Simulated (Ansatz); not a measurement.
As under changes of volume

One of the cells (21.530 Å³/atom); the others are scaled copies at fixed shape and fractional positions:

```
CELL_PARAMETERS angstrom
1.88080 1.08588 3.51406
-1.88080 1.08588 3.51406
0.00000 -2.17176 3.51406
ATOMIC_POSITIONS crystal
As 0.22600 0.22600 0.22600
As 0.77400 0.77400 0.77400
```

* Program: Ansatz 0.2.0
* Functional: PBEsol
* Potentials or basis: Ansatz PAW
* Cutoff: 420 eV (not typed: the program's choice for these potentials)
* k mesh: 9 × 9 × 9
* Occupations: fermi-dirac, width 0.05 eV
* Spin: no spin polarisation

```csv
volume (Å³/atom),energy over the lowest point (meV/atom),pressure (GPa),largest force (eV/Å)
20.239,23.08,5.7,0.822
20.669,?,?,?
21.100,2.89,1.9,0.511
21.530,0.00,0.3,0.370
21.961,1.30,-1.2,0.238
22.392,6.37,-2.5,0.114
22.822,14.86,-3.8,0.002
```

Task: What does the run at 20.669 Å³/atom give?

Result: Energy over the lowest point 10.42 meV/atom; pressure 3.7 GPa; largest force 0.661 eV/Å.

Worked out: A Birch-Murnaghan fit of order 3 (a polynomial in V^(-2/3)) to the other rows has its minimum at 21.61 Å³/atom with B0 = V·E''(V) = 77 GPa and B' = 4.1 at fixed shape and positions, which overstates the stiffness. It gives 10.43 meV/atom at 20.669 Å³/atom, against the run's 10.42, and -dE/dV = 3.7 GPa, against 3.7.

Energies are extrapolated to zero smearing.

Caveats: the PAW data sets come from PBE, with cores solved anew for the run's functional, which leaves a small shift of forces and pressure.
